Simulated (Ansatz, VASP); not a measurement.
# Ir: VASP beside Ansatz

Contents of INCAR:

```
SYSTEM = Ir
AGGAC = 1.0
AGGAX = 1.0
ALDAC = 0.0
ALDAX = 1.0
ALGO = Fast
EDIFF = 1E-7
ENCUT = 520
GGA = B5
ISIF = 2
ISMEAR = -1
LASPH = .True.
LCHARG = .True.
LELF = .True.
LREAL = .False.
LVHAR = .True.
LWAVE = .False.
NBANDS = 16
NELM = 100
PREC = Accurate
SIGMA = 0.1
```

KPOINTS

```
k-points
0
Gamma
  15 15 8
  0 0 0
```

POSCAR

```
Ir
1.0
    2.7964838247      0.0000000000      0.0000000000
   -1.3982419124      2.4218260335      0.0000000000
    0.0000000000      0.0000000000      4.5295527594
Ir
2
Direct
    0.3333333333      0.6666666667      0.2500000000
    0.6666666667      0.3333333333      0.7500000000
```

Input for Ansatz:

```yaml
crystal:
  lattice:
    - [2.7964838247, 0.0, 0.0]
    - [-1.3982419124, 2.4218260335, 0.0]
    - [0.0, 0.0, 4.5295527594]
  atoms:
    - { symbol: Ir, position: [0.3333333333, 0.6666666667, 0.25] }
    - { symbol: Ir, position: [0.6666666667, 0.3333333333, 0.75] }
hamiltonian:
  xc: blyp
  pseudopotentials:
    kind: paw
    azcp:
      Ir: "pseudopotentials/Ir.paw.azcp"
basis:
  ecutwfc: 420
  fft_grid_basis: typed
kpoints:
  mp_grid: { grid: [15, 15, 8], shift: [0, 0, 0] }
magnetization:
  spin_polarized: false
scf:
  occupations: { method: fermi_dirac, width: 0.1 }
  lower_state_search: "off"
output:
  stress: true
  write_density: true
  write_potential: true
  elf: true
  volumetric_format: npy
```

Alike in both runs: task single point; functional BLYP; k mesh 15 × 15 × 8; occupations fermi-dirac, width 0.1 eV; no spin polarisation.

|  | VASP | Ansatz |
| --- | --- | --- |
| version | VASP 6.6.1 | Ansatz 0.2.0 |
| potentials or method | VASP PAW PBE potentials, release 64 (Ir) | plane waves (420 eV) with PAW, scalar-relativistic |
| plane-wave cutoff (eV) | 520 | 420 |
| valence electrons in the cell | 18 | 34 |

|  | VASP | Ansatz | Ansatz less VASP |
| --- | --- | --- | --- |
| pressure (GPa) | 2.2 | -0.1 | -2.31 |
| largest component of the traceless stress (GPa) | 0.07 | 0.11 | +0.033 |

The two sets of potentials don't hold the same shells in valence.

Caveats: the PAW data sets were made with another functional, which shifts forces and pressure a little (VASP). Spin-orbit coupling is left out, which matters for the levels of Ir.
